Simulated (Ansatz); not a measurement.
Input and command of a calculation in Ansatz (plane waves; scalar-relativistic PAW potentials unless the input names others):

```yaml
crystal:
  lattice:
    - [0.0, 3.1237908442, 3.1237908442]
    - [3.1237908442, 0.0, 3.1237908442]
    - [3.1237908442, 3.1237908442, 0.0]
  atoms:
    - { symbol: In, position: [0.0, 0.0, 0.0] }
    - { symbol: As, position: [0.25, 0.25, 0.25] }
basis:
  ecutwfc: 420
  ecutrho_ratio: 9
kpoints:
  mp_grid: { grid: [12, 12, 12] }
hamiltonian:
  xc: pbe
scf:
  occupations: { method: gaussian, width: 0.1 }
output:
  forces: true
  eigenvalues: true
  stress: true
```

```bash
ansatz run input.yaml --threads 1 --pin off --max-ram 2560MiB --backend cpu --events-out ev --progress --plain --runs-dir out
```

Abridged log:
```
Pseudopotentials: kind: paw
Pseudopotential: In, paw, valence charge 13, recommended cutoff 420 eV (normal)
Pseudopotential: As, paw, valence charge 15, recommended cutoff 420 eV (normal)
Functional definition: PBE
Crystal: 2 atoms, lattice volume = 60.964 Å³
Basis set: ecut = 420 eV, 1243 PW (Γ), exchange–correlation on 90×90×90 points (8 copies of the dense FFT grid, shifted against one another)
Bands: 18, of which v1, the nominal top of the filled ones, is band 14 counted from 1 (13 counted from 0)
Symmetry: 24 space group operations
Space group: F-43m (ITA 216), of the structure as read, at distance tolerance 3.9e-5 Å
k-points: 72 of 1728 (time reversal used)
Initial density: superposition of atomic densities (neutral atoms: chi_scale 0, normalization atom), corrected by the library's trained network
Initial wavefunctions: pseudopotential atomic-orbital guess
Functional: x = pbe(κ = 0.804, μ = 0.21951497), c = pbe(β = 0.06672455)
SCF iter   1: F=—  HF=-10454.464747 eV  |F-HF|=—  |Δ(HF+E_count)|=         —  Δρ=2.47e-3  dr2=8.39e-3  ethr=1.77e-3  ⟨swp⟩=5.6  Hψ=6269  notcnv=0
SCF iter   2: F=—  HF=-10454.461673 eV  |F-HF|=—  |Δ(HF+E_count)|=   3.07e-3  Δρ=9.73e-4  dr2=7.62e-4  ethr=3.00e-5  ⟨swp⟩=2.0  Hψ=2510  notcnv=0
SCF iter   3: F=—  HF=-10454.461550 eV  |F-HF|=—  |Δ(HF+E_count)|=   1.22e-4  Δρ=2.94e-4  dr2=8.39e-5  ethr=2.72e-6  ⟨swp⟩=2.0  Hψ=1945  notcnv=0
SCF iter   4: F=—  HF=-10454.461615 eV  |F-HF|=—  |Δ(HF+E_count)|=   6.50e-5  Δρ=1.07e-4  dr2=9.59e-6  ethr=3.00e-7  ⟨swp⟩=2.0  Hψ=1590  notcnv=0
SCF iter   5: F=—  HF=-10454.461630 eV  |F-HF|=—  |Δ(HF+E_count)|=   1.46e-5  Δρ=3.40e-5  dr2=8.86e-7  ethr=3.43e-8  ⟨swp⟩=2.0  Hψ=2305  notcnv=0
SCF iter   6: F=-10454.461630 eV  HF=-10454.461630 eV  |F-HF|=1.10e-8  |Δ(HF+E_count)|=   4.25e-7  Δρ=6.43e-6  dr2=1.95e-8  ethr=3.57e-10  ⟨swp⟩=6.7  Hψ=6243  notcnv=0
SCF 1 converged in 6 iterations: F = -10454.461630 eV  dr2 = 1.95e-8
SCF converged after 6 iterations
Free energy (F): -10454.461630 eV
Harris-Foulkes:  -10454.461630 eV  (|F-HF|=1.10e-8)
Internal energy: -10454.461469 eV  (E = F + TS)
E sigma→0 (E₀):  -10454.461550 eV
Entropy (-TS):   -0.000161 eV (-0.081 meV/atom)
Fermi energy:    6.672123 eV
--- Forces (eV/Å), atoms counted from 1 ---
  atom   1  In     0.00000000     0.00000000     0.00000000
  atom   2  As     0.00000000     0.00000000     0.00000000
--- Stress (GPa, compression-positive) ---
       -1.332387       0.000000       0.000000
        0.000000      -1.332387       0.000000
        0.000000       0.000000      -1.332387
  P = ⅓ Tr σ = -1.3324 GPa (-13.324 kbar)
```

Apart from outputs and empty bands, the input differs from a reference run on usual settings in basis.ecutrho_ratio: not typed → 9. The reference, at the same geometry (not necessarily relaxed), gave pressure -1.33 GPa, largest force 0.000 eV/Å, no gap on the mesh. This run converged in 6 SCF iterations (reference: 6) with an energy at zero smearing within 0.01 meV/atom of the reference's, pressure -1.33 GPa, largest force 0.000 eV/Å, no gap on the mesh.

The run took 4 s on 1 thread of Intel(R) Xeon(R) 6975P-C (Granite Rapids), on a shared host, peak memory 0.48 GiB.